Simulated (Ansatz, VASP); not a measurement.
**One calculation of GaP, two programs**

INCAR

```
PREC = Accurate
ENCUT = 600
EDIFF = 1E-6
ISMEAR = -1
SIGMA = 0.1
LREAL = False
LASPH = True
NELM = 60
ALGO = Normal
ISIF = 3
LWAVE = False
LCHARG = False
GGA = PE
IBRION = 2
NSW = 60
EDIFFG = -0.005
```

The input KPOINTS:

```
Automatic mesh
0
Gamma
  14 14 14
```

POSCAR

```
GaP
1.0
    0.0000000000      2.3472160896      2.3472160896
    2.3472160896      0.0000000000      2.3472160896
    2.3472160896      2.3472160896      0.0000000000
Ga P
1 1
Direct
    0.0000000000      0.0000000000      0.0000000000
    0.5000000000      0.5000000000      0.5000000000
```

Input for Ansatz:

```yaml
crystal:
  lattice:
    - [0.0, 2.3472160896, 2.3472160896]
    - [2.3472160896, 0.0, 2.3472160896]
    - [2.3472160896, 2.3472160896, 0.0]
  atoms:
    - { symbol: Ga, position: [0.0, 0.0, 0.0] }
    - { symbol: P, position: [0.5, 0.5, 0.5] }
kpoints:
  mp_grid: { grid: [14, 14, 14] }
scf:
  occupations: { method: fermi_dirac, width: 0.1 }
hamiltonian:
  xc: pbe
  pseudopotentials: { kind: paw }
output:
  forces: true
  stress: true
  write_density: true
  write_potential: true
  elf: true
  volumetric_format: npy
relax:
  f_tol: 0.005
  max_steps: 40
  cell: {}
```

Alike in both runs: task relaxation of cell and atoms; functional PBE; k mesh 14 × 14 × 14; occupations fermi-dirac, width 0.1 eV; no spin polarisation.

|  | VASP | Ansatz |
| --- | --- | --- |
| version | VASP 6.6.1 | Ansatz 0.2.0 |
| potentials or method | VASP PAW PBE potentials, release 64 (Ga_d, P) | PAW with Ansatz's default frozen-core files, scalar-relativistic |
| plane-wave cutoff (eV) | 600 | 420 |
| valence electrons in the cell | 18 | 18 |

|  | VASP | Ansatz | Ansatz less VASP |
| --- | --- | --- | --- |
| relaxed volume (Å³/atom) | 17.19 | 17.17 | -0.016 |
| relaxed cell length with the largest relative difference (Å) | 3.650 | 3.649 | -0.0011 |
| energy change over the relaxation (meV/atom) | -485 | -484 | +1.6 |

Caveats: the volume moved by over 15 % at a fixed basis, so the end points are rough (VASP).
